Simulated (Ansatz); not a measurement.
## AgCl: moving Cl off its site

AgCl, Fm-3m, a = 5.546 Å (as given, not relaxed at this level: 1.6 GPa). Ansatz: PBE, PAW, 420 eV, Γ-centred 8×8×8 mesh on 2 atoms, Gaussian smearing 0.05 eV; no spin polarisation.

```xyz
2
Lattice="0.0000 2.7731 2.7731 2.7731 0.0000 2.7731 2.7731 2.7731 0.0000" Properties=species:S:1:pos:R:3 pbc="T T T"
Ag    2.7731    2.7731    2.7731
Cl    0.0000    0.0000    0.0000
```

Atom 2 (Cl) moves by x along the unit vector (0.707, 0.707, 0.000), with its periodic images; all else is held. y is the free energy of the cell over the start, F the force along the path summed over the moved atoms. Symmetry makes y even in x.

```
 x (Å) y (meV) F (eV/Å)
-0.200        ?         ?
-0.100     5.76      0.12
 0.000     0.00      0.00
 0.025     0.36     -0.03
 0.050     1.43     -0.06
 0.075     3.23     -0.09
 0.125     9.04     -0.15
 0.150    13.11     -0.18
 0.175    17.97     -0.21
```

Task: Fit y = c2 x² + c4 x⁴ to the energies of the other rows, give the force constant, and predict energy and force of the missing row.

Result: Least squares on the rows shown. y = 570.68 x² + 526.22 x⁴. The force constant is 2 c2 = 1.14 eV/Å² (for all images moving together, not for a lone atom). With two atoms in a cubic cell this is the optical mode at Γ without the LO field: ω = 521.5 √(2 c2/μ) = 108 cm⁻¹ for μ = 26.68 u. The force −dy/dx at the missing row is 0.25 eV/Å (computed 0.24). At x = -0.200 the fit asked for gives 23.67 meV. The run gave 23.66 meV, so the fit is 0.01 meV too high, a small miss on the scale of the series.